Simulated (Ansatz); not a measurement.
**Li (bcc type): how the settings move a single-point run**

Question: which choices in the input matter for Li (bcc type)?

Computed with Ansatz 0.2.0 (reference: DFT, PBE, all-electron LAPW, scalar-relativistic, unless a step's input says otherwise).

1 further run of the same task is left out (it didn't finish).

**1. The starting structure**

Symmetry: Im-3m, No. 229, cubic system. Conventional cell: a = 3.481 Å, b = 3.481 Å, c = 3.481 Å, α = 90.00°, β = 90.00°, γ = 90.00°. Li (site symmetry m-3m) is surrounded by 8 Li at 3.01 Å.

Structure file:

```xyz
1
Lattice="-1.7404 1.7404 1.7404 1.7404 -1.7404 1.7404 1.7404 1.7404 -1.7404" Properties=species:S:1:pos:R:3 pbc="T T T"
Li    0.0000    0.0000    0.0000
```

**2. The reference run**

input.yaml

```yaml
crystal:
  lattice:
    - [-1.7403602788, 1.7403602788, 1.7403602788]
    - [1.7403602788, -1.7403602788, 1.7403602788]
    - [1.7403602788, 1.7403602788, -1.7403602788]
  atoms:
    - { symbol: Li, position: [0.0, 0.0, 0.0] }
kpoints:
  mp_grid: { grid: [14, 14, 14] }
scf:
  occupations: { method: fermi_dirac, width: 0.03 }
hamiltonian:
  xc: pbe
  pseudopotentials: { kind: all_electron, lapw: { basis_error: 0.00025 } }
output:
  forces: true
  stress: true
  eigenvalues: true
```

On the command line:

```bash
> ansatz run input.yaml --threads 1 --pin off --max-ram 2048MiB --backend cpu --events-out ev --progress --plain --runs-dir out
```

Excerpt of the output:

```text
[...]
Basis set: ecut = 89.5215247296729 eV, 43 PW (Γ), exchange–correlation at level 2
[...]
k-points: 104 of 2744
[...]
SCF iter   1: F=—  HF=-204.684302 eV  |F-HF|=—  |Δ(HF+E_count)|=         —  Δρ=1.69e-3  dr2=5.46e-4  ethr=1.82e-5  ⟨swp⟩=4.1  Hψ=5399  notcnv=0
preconditioner: auto → none  [metal: Δε(μ)=0.029 eV  Ē_g=10.410 eV  σ=0.030 eV  W_gap=0.23  n_scr=0 (ndim 8)  ℏωp=8.1 eV  f_vac=0.000  D(μ)=0.83/eV (n_scr^D=12)]
SCF iter   2: F=—  HF=-204.683661 eV  |F-HF|=—  |Δ(HF+E_count)|=   6.41e-4  Δρ=8.44e-4  dr2=1.36e-4  ethr=1.82e-5  ⟨swp⟩=2.0  Hψ=1721  notcnv=0
[...]
SCF iter   3: F=—  HF=-204.683549 eV  |F-HF|=—  |Δ(HF+E_count)|=   1.12e-4  Δρ=3.88e-5  dr2=2.89e-7  ethr=9.67e-9  ⟨swp⟩=2.0  Hψ=2922  notcnv=0
SCF iter   4: F=-204.683549 eV  HF=-204.683549 eV  |F-HF|=1.52e-9  |Δ(HF+E_count)|=   6.14e-8  Δρ=1.46e-6  dr2=3.98e-10  ethr=9.65e-9  ⟨swp⟩=2.0  Hψ=1721  notcnv=0
[...]
SCF converged after 4 iterations
Free energy (F): -204.683549 eV
[...]
E sigma→0 (E₀):  -204.682421 eV
[...]
Fermi energy:    0.772713 eV
[...]
  P = ⅓ Tr σ = -0.4984 GPa (-4.984 kbar)
[...]
```

Wall time 1.2 s (1 thread of Arm Neoverse V2, shared host); peak memory 0.18 GiB.

**3. Changed: symmetry.detect false**

Changes to input.yaml since step 2:

```diff
@@ -7,2 +7,3 @@
     - { symbol: Li, position: [0.0, 0.0, 0.0] }
+  symmetry: { detect: false }
 kpoints:
```

On the command line:

```bash
> ansatz run input.yaml --threads 1 --pin off --max-ram 2048MiB --backend cpu --events-out ev --progress --plain --runs-dir out
```

Standard output, shortened:

```text
LAPW: plane waves up to 4.847 Å⁻¹, error target 2.5e-4 eV per atom; small_component_spin mean_spin; Li in spheres of 1.507 Å, 3 of its electrons in bands, Dirac shells []
[...]
Pseudopotentials: kind: all_electron
Pseudopotential: Li, LAPW, valence charge 3, Koelling and Harmon's equation, gaussian nucleus
Functional definition: PBE
[...]
Crystal: 1 atoms, lattice volume = 21.085 Å³
Basis set: ecut = 89.5215247296729 eV, 43 PW (Γ), exchange–correlation at level 2
Bands: 6, of which v1, the nominal top of the filled ones, is band 2 counted from 1 (1 counted from 0)
Symmetry: 1 space group operations
k-points: 1376 of 2744 (time reversal used)
[...]
SCF iter   1: F=—  HF=-204.684302 eV  |F-HF|=—  |Δ(HF+E_count)|=         —  Δρ=1.69e-3  dr2=5.46e-4  ethr=1.82e-5  ⟨swp⟩=4.2  Hψ=71472  notcnv=0
[...]
SCF iter   4: F=-204.683549 eV  HF=-204.683549 eV  |F-HF|=1.51e-9  |Δ(HF+E_count)|=   5.95e-8  Δρ=1.45e-6  dr2=3.98e-10  ethr=9.62e-9  ⟨swp⟩=2.0  Hψ=22799  notcnv=0
[...]
SCF converged after 4 iterations
Free energy (F): -204.683549 eV
[...]
E sigma→0 (E₀):  -204.682421 eV
Entropy (-TS):   -0.002257 eV (-2.257 meV/atom)
Fermi energy:    0.772713 eV
[...]
--- Forces (eV/Å), atoms counted from 1 ---
  atom   1  Li     0.00000000    -0.00000000    -0.00000000
[...]
--- Stress (GPa, compression-positive) ---
       -0.498440       0.000001       0.000002
        0.000001      -0.498437       0.000006
        0.000002       0.000006      -0.498436
  P = ⅓ Tr σ = -0.4984 GPa (-4.984 kbar)
--- Band table (eV; the first three rows and the last of 1376) ---
  k-point 0: bands = ["-45.7912", "-2.7311", "14.9877", "14.9877", "14.9877", "19.6828"]
[...]
```

Wall time 22 s (1 thread of Arm Neoverse V2, shared host); peak memory 0.37 GiB.

Energy and cycle count are those of the reference, so the change (use of symmetry) left the result and the number of cycles as they were. Cost: 22 s against 1.2 s.

**4. Changing settings: mp_grid.shift [0.5, 0.5, 0.5], scf.algorithm direct_min, mixing.algorithm anderson, mixing.beta 0.05**

Changes to input.yaml since step 2:

```diff
@@ -8,5 +8,7 @@
 kpoints:
-  mp_grid: { grid: [14, 14, 14] }
+  mp_grid: { grid: [14, 14, 14], shift: [0.5, 0.5, 0.5] }
 scf:
   occupations: { method: fermi_dirac, width: 0.03 }
+  algorithm: direct_min
+  mixing: { algorithm: anderson, beta: 0.05 }
 hamiltonian:
```

On the command line:

```bash
> ansatz run input.yaml --threads 1 --pin off --max-ram 2048MiB --backend cpu --events-out ev --progress --plain --runs-dir out
```

Standard output, shortened:

```text
LAPW: plane waves up to 4.847 Å⁻¹, error target 2.5e-4 eV per atom; small_component_spin mean_spin; Li in spheres of 1.507 Å, 3 of its electrons in bands, Dirac shells []
[...]
[... 3 set-up lines as earlier in the session ...]
[...]
Crystal: 1 atoms, lattice volume = 21.085 Å³
Basis set: ecut = 89.5215247296729 eV, 43 PW (Γ), exchange–correlation at level 2
Bands: 6, of which v1, the nominal top of the filled ones, is band 2 counted from 1 (1 counted from 0)
Symmetry: 48 space group operations
Space group: Im-3m (ITA 229), of the structure as read, at distance tolerance 2.8e-5 Å
k-points: 100 of 2744
[...]
SCF iter   1: F=—  HF=-204.686816 eV  |F-HF|=—  |Δ(HF+E_count)|=         —  Δρ=1.69e-3  dr2=5.45e-4  ethr=1.81e-5  ⟨swp⟩=4.2  Hψ=5179  notcnv=0
[...]
SCF iter   3: F=-204.686061 eV  HF=-204.686061 eV  |F-HF|=2.84e-9  |Δ(HF+E_count)|=   1.94e-5  Δρ=2.67e-6  dr2=1.35e-9  ethr=3.52e-10  ⟨swp⟩=3.5  Hψ=1861  notcnv=0
[...]
SCF converged after 3 iterations
Stability not checked: this state was not tested for a lower state beside it, because a direct minimisation reached the state, and no test of it is asked (direct_minimisation; see scf.lower_state_search)
Free energy (F): -204.686061 eV
[...]
E sigma→0 (E₀):  -204.685590 eV
Entropy (-TS):   -0.000940 eV (-0.940 meV/atom)
Fermi energy:    0.845804 eV
[...]
--- Forces (eV/Å), atoms counted from 1 ---
  atom   1  Li     0.00000000    -0.00000000    -0.00000000
[...]
--- Stress (GPa, compression-positive) ---
       -0.525591       0.000000       0.000000
        0.000000      -0.525591       0.000000
        0.000000       0.000000      -0.525591
  P = ⅓ Tr σ = -0.5256 GPa (-5.256 kbar)
--- Band table (eV; the first three rows and the last of 100) ---
  k-point 0: bands = ["-45.7899", "-2.5881", "14.1178", "14.4629", "14.4629", "18.1466"]
[...]
```

Run time: 1.5 s. Hardware: 1 thread of Arm Neoverse V2, shared host; peak memory 0.2 GiB.

Changing the k-point mesh, solver and mixing moves the energy by -2.5 meV/atom. Sampling errors of the energy have no fixed sign. Of the settings changed, the mesh is the one that moves energies this far.

**5. All runs together**

| run | ending | energy change | pressure (GPa) | gap (eV) | force (eV/Å) | cycles | time |
| --- | --- | --- | --- | --- | --- | --- | --- |
| reference | converged | 0 | -0.5 | 0.00 | 0.00 | 4 | 1.2 s |
| 1: symmetry.detect false | converged | 0.0 meV/atom | -0.5 | 0.00 | 0.00 | 4 | 22 s |
| 2: mp_grid.shift [0.5, 0.5, 0.5], scf.algorithm direct_min, mixing.algorithm anderson, mixing.beta 0.05 | converged | -2.5 meV/atom | -0.5 | 0.00 | 0.00 | 3 | 1.5 s |

Residual by cycle in the longest SCF loop of each run; runs are numbered as in the table. The quantity is the density residual dr2, in eV.

| cycle | reference | run 1 | run 2 |
| --- | --- | --- | --- |
| 1 | 5.5e-4 | 5.5e-4 | 5.5e-4 |
| 2 | 1.4e-4 | 1.4e-4 | 1.1e-8 |
| 3 | 2.9e-7 | 2.9e-7 | 1.4e-9 |
| 4 | 4.0e-10 | 4.0e-10 | - |

What this shows: Of the converged runs whose energies compare with the reference's, «mp_grid.shift [0.5, 0.5, 0.5], scf.algorithm direct_min, mixing.algorithm anderson, mixing.beta 0.05» moves the energy most (-2.5 meV/atom) and «symmetry.detect false» least (0.0 meV/atom). Of the variants the dearest is «symmetry.detect false» (22 s), the cheapest «mp_grid.shift [0.5, 0.5, 0.5], scf.algorithm direct_min, mixing.algorithm anderson, mixing.beta 0.05» (1.5 s), on a shared host.
